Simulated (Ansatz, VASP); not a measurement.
AlN: VASP beside Ansatz

The input INCAR:

```
  ALGO = Normal
  EDIFF = 1E-6
  ENCUT = 520
  GGA = PE
  ISIF = 2
  ISMEAR = 0
  LASPH = T
  LCHARG = F
  LREAL = F
  LWAVE = F
  NBANDS = 11
  NELM = 60
  PREC = Accurate
  SIGMA = 0.05
```

Contents of KPOINTS:

```
k-points
0
Gamma
  10 10 10
```

File POSCAR:

```
AlN
1.0
    0.0000000000      2.2636360249      2.0825451429
    2.2636360249      0.0000000000      2.0825451429
    2.2636360249      2.2636360249      0.0000000000
Al N
1 1
Direct
    0.0000000000      0.0000000000      0.0000000000
    0.7500000000      0.7500000000      0.7500000000
```

Input for Ansatz:

```yaml
crystal:
  lattice:
    - [0.0, 2.2636360209, 2.0825451393]
    - [2.2636360209, 0.0, 2.0825451393]
    - [2.2636360209, 2.2636360209, 0.0]
  atoms:
    - { symbol: Al, position: [0.0, 0.0, 0.0] }
    - { symbol: "N", position: [0.75, 0.75, 0.75] }
basis:
  ecutwfc: 420
kpoints:
  mp_grid: { grid: [10, 10, 10] }
hamiltonian:
  xc: pbe
scf:
  occupations: { method: gaussian, width: 0.05 }
output:
  forces: true
  stress: true
  eigenvalues: true
  write_density: true
  write_potential: true
  elf: true
  volumetric_format: npy
```

Alike in both runs: task single point; functional PBE; k mesh 10 × 10 × 10; occupations gaussian, width 0.05 eV; no spin polarisation.

|  | VASP | Ansatz |
| --- | --- | --- |
| version | VASP 6.6.1 | Ansatz 0.2.0 |
| potentials or method | VASP PAW PBE potentials, release 64 (Al, N) | scalar-relativistic, plane waves, PAW |
| plane-wave cutoff (eV) | 520 | 420 |
| valence electrons in the cell | 8 | 8 |

Ansatz gave:

* gap on the k mesh at the Fermi level (eV): 2.93
* least direct gap on the mesh (eV): 3.74
* pressure (GPa): -0.6
* largest component of the traceless stress (GPa): 5.66

Question: What did VASP give for the same quantities?

Answer: gap on the k mesh at the Fermi level (eV): 2.92; least direct gap on the mesh (eV): 3.75; pressure (GPa): -0.8; largest component of the traceless stress (GPa): 5.70.

The functional is the same, so the differences come from potentials, cutoffs and numerics.

A k mesh can miss the band edges. As with any semilocal functional, this PBE gap is likely too small.
